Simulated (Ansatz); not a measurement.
**ZnSe (Stilleite): equation of state with m-r2SCAN**

ZnSe (Stilleite):

```
CELL_PARAMETERS angstrom
0.00000 2.83380 2.83380
2.83380 0.00000 2.83380
2.83380 2.83380 0.00000
ATOMIC_POSITIONS crystal
Se 0.75000 0.75000 0.75000
Zn 0.00000 0.00000 0.00000
```

```yaml
Program: Ansatz 0.2.0
Task: equation of state
Functional: m-r2SCAN
Potentials_or_basis: Ansatz PAW
Cutoff: 500 eV
Density_cutoff: 2000 eV
k_mesh: 8 × 8 × 8
Occupations: fermi-dirac, width 0.05 eV
Spin: no spin polarisation
```

```
Equilibrium volume                      : 22.73 Å³/atom
Bulk modulus                            : 65 GPa
Pressure derivative of the bulk modulus : 4.4
```

Energy against volume, from the lowest point:
```
volume (Å³/atom)  energy (meV/atom)
          21.391              17.94
          21.846               7.52
          22.301               1.70
          22.757               0.00
          23.212               1.99
          23.667               7.31
          24.122              15.59
```

All runs of the series together: 19 s on 2 threads of AMD EPYC 7B13 (Zen 3) (shared host).

Caveat: the PAW data sets were made with another functional, which shifts forces and pressure a little.
